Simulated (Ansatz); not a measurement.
Space group Fm-3m (No. 225). a = 4.054 Å, b = 4.054 Å, c = 4.054 Å, α = 90.00°, β = 90.00°, γ = 90.00°
| atom | site | symmetry | x | y | z |
| --- | --- | --- | --- | --- | --- |
| Ag | 4a | m-3m | 0.0000 | 0.0000 | 0.0000 |

Equation of state of this Ag structure (not necessarily the ground state), with shape and atoms relaxed at each volume where symmetry leaves them free. It has no gap at any of these volumes. The calculation used Ansatz, DFT PBEsol, scalar-relativistic, plane waves, PAW.

Plane waves to 420 eV, a k mesh through Γ of 18×18×18 on the computed 1-atom cell and Gaussian smearing (0.10 eV); no spin polarisation.

```tsv
V (Å³/atom)	E − E(largest V) (meV/atom)	P (GPa)
15.662	6.09	8.84
16.162	-13.68	3.99
16.662	-19.70	0.00
17.162	-14.45	-3.25
17.662	0.00	-5.91
```

Task: Fit a third-order Birch–Murnaghan equation to E(V).

Result: V0 = 16.66 Å³/atom, B0 = 120 GPa, B0' = 5.7.